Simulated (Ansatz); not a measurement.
Working through a relaxation of cell and ions of Al₂O₃, space group P-3m1

Program: Ansatz 0.2.0 through its Python package.

The script reads `al2o3.cif`:
```cif
data_Al2O3
_cell_length_a 3.017483
_cell_length_b 3.017483
_cell_length_c 7.574636
_cell_angle_alpha 90.00000
_cell_angle_beta 90.00000
_cell_angle_gamma 120.00000
_symmetry_space_group_name_H-M 'P 1'
_symmetry_Int_Tables_number 1
loop_
_symmetry_equiv_pos_as_xyz
'x, y, z'
loop_
_atom_site_label
_atom_site_type_symbol
_atom_site_fract_x
_atom_site_fract_y
_atom_site_fract_z
Al1 Al    0.000000    0.000000    0.277951
Al2 Al    0.000000    0.000000    0.722049
O3 O    0.333333    0.666667    0.199454
O4 O    0.666667    0.333333    0.800546
O5 O    0.000000    0.000000    0.500000
```

Notebook, run cell by cell (the value of a cell's last expression is shown):

In [1]:
```python
from collections import defaultdict
import json

import ansatz as az
from ase import Atoms
from ase.data import atomic_numbers
from ase.io import read
from ase.neighborlist import neighbor_list
import numpy as np
import spglib

def edges_and_angles(cell):
    cell = np.asarray(cell)
    a, b, c = np.linalg.norm(cell, axis=1)
    cosines = cell[1] @ cell[2] / (b * c), cell[0] @ cell[2] / (a * c), cell[0] @ cell[1] / (a * b)
    return (a, b, c, *np.degrees(np.arccos(cosines)))
```

In [2]:
```python
atoms = read("al2o3.cif")
system = az.Crystal.from_ase(atoms)
```

In [3]:
```python
system.resolved().sites[-1]
```
Out [3]:
```text
Site(symbol='O', position=(0.0, 0.0, 0.5), moment=None, axis=None, held=None, saved=None)
```

In [4]:
```python
# a pressure is positive in compression
model = system.calculation()
model = model.basis(470)
model = model.kpoints(12, 12, 4)
model = model.pseudopotentials("paw").occupations("fixed")
model = model.functional("pbesol").scf(tolerance=1e-09)
model = model.relax(pressure=50 * az.kbar).density_of_states(energy_step=0.05, projected=True)
result = model.run(threads=1, backend="cpu", events_out="events.ndjson")
with open("events.ndjson") as stream:
    events = [json.loads(line) for line in stream]
steps = [e["data"] for e in events if e["event"] == "relax_step"]
r = result.report
```
```text
DeckWarning: the atoms were moved onto the symmetric positions of the space group found under crystal.symmetry.tolerance 1.0e-5 (fractional; no operation is sought that the atoms, as they stand in a round, miss by more than twice it, and no atom is moved by as much as it), and the run uses the moved positions. Before [...]
DeckWarning: relax.cell: scf.convergence.dr2_threshold = 1e-9 eV is looser than the 5e-10 eV advised for a relaxation that steers and ends on the stress (1e-10 eV for each atom of the cell: 5). What an SCF threshold leaves in a stress goes as its square root, and in the free energy as the threshold itself, and one [...]
```

In [5]:
```python
[(site.symbol, site.position_frac.round(4).tolist()) for site in result.lattice.sites]
```
Out [5]:
```text
[(<Element.AL: 'Al'>, [0.0, 0.0, 0.2652]), (<Element.AL: 'Al'>, [-0.0, -0.0, 0.7348]),
 (<Element.O: 'O'>, [0.3333, 0.6667, 0.181]), (<Element.O: 'O'>, [0.6667, 0.3333, 0.819]),
 (<Element.O: 'O'>, [0.0, -0.0, 0.5])]
```

In [6]:
```python
print("step   energy (eV)     max comp. (eV/A)   P (GPa)  SCF")
for s in steps:
    print(f"{s['step']:4d} {s['lagrangian_ev']:15.5f} {s['allowed_force_max_ev_ang']:12.4f} {s['pressure_gpa']:10.3f} {s['n_scf']:5d}")

first, last = steps[0], steps[-1]
symbols = [site.symbol for site in result.lattice.sites]
print(f"energy gained {first['lagrangian_ev'] - last['lagrangian_ev']:.4f} eV in {len(steps) - 1} steps")
for label, vectors in (("before", first["cell_ang"]), ("after", result.lattice.cell_ang)):
    print(label, "a b c (A) {:.4f} {:.4f} {:.4f}  angles {:.2f} {:.2f} {:.2f}".format(*edges_and_angles(vectors)), f" V = {abs(np.linalg.det(vectors)):.3f} A^3")
print("final stress xx yy zz (GPa, compression positive):", np.round(np.diag(r["stress_gpa"]), 3) + 0.0)
```
```text
step   energy (eV)     max comp. (eV/A)   P (GPa)  SCF
   1     -2737.85626       0.1845     -3.702     8
   2     -2737.83869       0.2665      0.936     9
   3     -2737.77394       0.1477      6.013     8
   4     -2737.80586       0.2515      6.574     8
   5     -2737.80017       0.0454      4.963     8
   6     -2737.80677       0.0053      5.038     7
   7     -2737.80697       0.0008      5.038     6
   8     -2737.80624       0.0008      4.994     5
energy gained -0.0500 eV in 7 steps
before a b c (A) 3.0175 3.0175 7.5746  angles 90.00 90.00 120.00  V = 59.729 A^3
after a b c (A) 2.9597 2.9597 7.0857  angles 90.00 90.00 120.00  V = 53.755 A^3
final stress xx yy zz (GPa, compression positive): [4.989 4.989 5.003]
```

In [7]:
```python
fractions = [site.position_frac for site in result.lattice.sites]
numbers = [atomic_numbers[s] for s in symbols]
for tolerance in (1e-3, 1e-2, 1e-1):
    print(f"space group at {tolerance} A:", spglib.get_spacegroup((result.lattice.cell_ang, fractions, numbers), symprec=tolerance))

final = Atoms(symbols, positions=last["positions_ang"], cell=result.lattice.cell_ang, pbc=True)
i, j, d = neighbor_list("ijd", final, 4.5)
print("neighbours within 1.2 times the shortest distance of each atom (A)")
for atom in range(len(final)):
    near = [m for m in np.argsort(d) if i[m] == atom]
    shell = [m for m in near if d[m] < 1.2 * d[near[0]]]
    print(f"{symbols[atom]}{atom} ({len(shell)}):", ", ".join(f"{symbols[j[m]]} {d[m]:.3f}" for m in shell))
```
```text
space group at 0.001 A: P-3m1 (164)
space group at 0.01 A: P-3m1 (164)
space group at 0.1 A: P-3m1 (164)
neighbours within 1.2 times the shortest distance of each atom (A)
Al0 (4): O 1.664, O 1.810, O 1.810, O 1.810
Al1 (4): O 1.664, O 1.810, O 1.810, O 1.810
O2 (3): Al 1.810, Al 1.810, Al 1.810
O3 (3): Al 1.810, Al 1.810, Al 1.810
O4 (2): Al 1.664, Al 1.664
```

In [8]:
```python
n_atoms = len(r["lattice"]["sites"])
print("F =", round(r["free_energy_ev"], 4), "eV for", n_atoms, "atoms")
print("E(sigma -> 0) =", round(r["energy_sigma0_ev"], 4), "eV, TS =", round(r["entropy_ts_ev"], 5), "eV")
print("closed by", r["closed_by"], "after", r["n_iterations"], "iterations")
```
```text
F = -2737.8062 eV for 5 atoms
E(sigma -> 0) = -2737.8062 eV, TS = 0.0 eV
closed by deck_thresholds after 5 iterations
```

In [9]:
```python
dos = result.density_of_states()
energy = np.asarray(dos.energies_ev) - dos.fermi_ev
projected = result.projected_density_of_states()
by_shell = defaultdict(float)
for site in projected.sites:
    for shell in site.shells:
        for part in shell.curves:
            by_shell[f"{site.species} {'spdf'[shell.l]}"] += np.sum(part.g_bin_mean_per_ev, axis=0)
print("E - E_F  " + " ".join(f"{name:>7s}" for name in by_shell))
for e in np.arange(-6, 6 + 0.1, 1.0):
    print(f"{e:7.1f}  " + " ".join(f"{np.interp(e, energy, curve):7.3f}" for curve in by_shell.values()))

print("energy terms (eV)")
for term, value in r["components"].items():
    if abs(value) > 1e-9:
        print(f"  {term:26s} {value:16.5f}")
```
```text
E - E_F     Al s    Al p     O s     O p
   -6.0    0.100   0.132   0.034   0.883
   -5.0    0.102   0.434   0.054   2.929
   -4.0    0.020   0.368   0.097   5.015
   -3.0    0.009   0.038   0.020   2.231
   -2.0    0.000   0.000   0.000   0.009
   -1.0    0.000   0.069   0.007   1.408
    0.0    0.000   0.013   0.000   0.509
    1.0    0.000   0.000   0.000   0.000
    2.0    0.000   0.000   0.000   0.000
    3.0    0.037   0.010   0.024   0.005
    4.0    0.067   0.058   0.061   0.030
    5.0    0.172   0.678   0.226   0.162
    6.0    0.099   1.150   0.207   0.382
energy terms (eV)
  e_band                            -37.03993
  e_kinetic                         583.71135
  e_local                         -1189.19392
  e_nonlocal                        166.14887
  e_hartree                         431.06426
  e_xc                             -300.19116
  e_vxc                            -342.37254
  e_paw                           -1369.42315
  e_vpaw                           -117.46744
  e_augmentation_tail                 0.00518
  e_ewald                         -1060.07182
  e_core_change                       0.14414
```

Absolute energies stand on the zero of these potentials, so only differences at equal settings mean something. A total without «per atom» is that of the whole cell that was run. Semilocal gaps usually lie well under measured ones. The energy terms are those on the plane-wave grid, with the one-centre PAW part apart; e_band, e_vxc and e_vpaw aren't summands of the total. Part of the cell is held or a pressure is applied, so the end point needn't be the zero-pressure lattice. At a fixed pressure a relaxation lowers the enthalpy F + PV, while F alone can rise. Under fixed occupations the level called the Fermi level is the highest filled one on the SCF mesh; off the mesh a filled band can lie a little above it. Projections exist only for the shells that the potentials hold, some of them semicore, and samples at single energies can miss narrow peaks. Energies along a relaxation are free energies. Rows at an unchanged volume are solved on a plane-wave basis chosen afresh for that cell, so the energy can jump there; the script counts such rows among its steps. The structure is layered, and without a dispersion term the spacing of the layers is poorly determined. Symmetry holds the cell in this phase, whether or not it is the stable one at this pressure. The crystal has a gap of about 2.49 eV on the mesh; bins of finite width blur the band edges. The structure comes from a database of computed cells and needn't be a stable or known phase. Gaps and levels are Kohn-Sham values on a finite set of k-points. Warnings are shown shortened and without file and line. The density of states is complete only as far up as bands were computed. Finished in 36 s on 1 thread of Arm Neoverse V1, with other jobs on the host, peak memory 0.5 GiB.
